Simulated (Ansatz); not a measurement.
Rb in several cubic structure types, each at its own equilibrium volume.

All numbers below come from Ansatz 0.2.0 development build, PBE, plane waves, PAW datasets (generated soft set 1).

Settings: cutoff 420 eV; no spin polarisation; Fermi–Dirac smearing of 0.0612 eV; k-meshes 27³ (bcc), 18³ (diamond), 24³ (simple cubic).

Rank the structures by energy per atom, lowest first.
A. simple cubic
B. diamond
C. bcc

C (0.0 meV/atom), A (95 meV/atom), B (261 meV/atom).

Give the equilibrium volume and bulk modulus of each.


```csv
structure,V₀ (Å³/atom),B₀ (GPa)
bcc,91.13,2.8
diamond,141.35,1.0
simple cubic,98.96,2.1
```

Only these cubic types are compared here; the real ground state can be another structure or magnetic.

Model structures, not the usual forms at ambient conditions (metastable or hypothetical): Rb (diamond type), Rb (simple cubic type).
